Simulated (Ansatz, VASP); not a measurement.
# BN in VASP and in Ansatz

INCAR

```
PREC     = Accurate       # precision mode
ENCUT    = 520            # plane-wave cutoff, eV
EDIFF    = 1E-6           # SCF threshold, eV
ISMEAR   = -1             # smearing method
SIGMA    = 0.05           # smearing width, eV
LREAL    = False          # projectors in reciprocal space
LASPH    = True           # aspherical terms in the spheres
NELM     = 60             # most SCF steps
ALGO     = Normal         # electronic algorithm
ISIF     = 2              # what is computed and relaxed
LWAVE    = False          # write WAVECAR
LCHARG   = False          # write CHGCAR
NBANDS   = 16             # bands
```

File KPOINTS:

```
Automatic mesh
0
Gamma
  12 12 6
```

POSCAR

```
BN
1.0
    2.5018037563      0.0000000000      0.0000000000
   -1.2509018782      2.1666256083      0.0000000000
    0.0000000000      0.0000000000      4.1405684416
N B
2 2
Direct
    0.3333333333      0.6666666667      0.1252760000
    0.6666666667      0.3333333333      0.6252760000
    0.3333333333      0.6666666667      0.4997240000
    0.6666666667      0.3333333333      0.9997240000
```

The input input.yaml:

```yaml
crystal:
  lattice:
    - [2.5018037563, 0.0, 0.0]
    - [-1.2509018782, 2.1666256083, 0.0]
    - [0.0, 0.0, 4.1405684416]
  atoms:
    - { symbol: "N", position: [0.3333333333, 0.6666666667, 0.125276] }
    - { symbol: "N", position: [0.6666666667, 0.3333333333, 0.625276] }
    - { symbol: B, position: [0.3333333333, 0.6666666667, 0.499724] }
    - { symbol: B, position: [0.6666666667, 0.3333333333, 0.999724] }
hamiltonian:
  xc: lda
  pseudopotentials: { kind: paw }
kpoints:
  mp_grid: { grid: [12, 12, 6] }
scf:
  occupations: { method: fermi_dirac, width: 0.05 }
output:
  forces: true
  stress: true
  eigenvalues: true
  write_density: true
  write_potential: true
  elf: true
  volumetric_format: npy
```

Measurements of this composition are mostly on another form, of space group No. 194.

Alike in both runs: task single point; functional LDA; k mesh 12 × 12 × 6; occupations fermi-dirac, width 0.05 eV; no spin polarisation.

|  | VASP | Ansatz |
| --- | --- | --- |
| version | VASP 6.6.1 | Ansatz 0.2.0 |
| potentials or method | VASP PAW LDA potentials, release 64 (N, B) | Ansatz PAW |
| plane-wave cutoff (eV) | 520 | 420 |
| valence electrons in the cell | 16 | 16 |

```csv
,VASP,Ansatz,Ansatz less VASP
gap on the k mesh at the Fermi level (eV),4.86,4.89,+0.025
least direct gap on the mesh (eV),8.40,8.41,+0.011
pressure (GPa),11.8,10.7,-1.09
largest component of the traceless stress (GPa),0.06,0.05,-0.010
rms of the force components (eV/Å),0.017,0.016,-0.0010
```

Atom by atom the forces differ by 0.001 eV/Å (rms over components).

Caveats: the pressure holds a Pulay correction of +1.4 GPa for the finite cutoff (Ansatz); the PAW data sets come from PBE, with cores solved anew for the run's functional, which leaves a small shift of forces and pressure (Ansatz). A k mesh can miss the band edges.
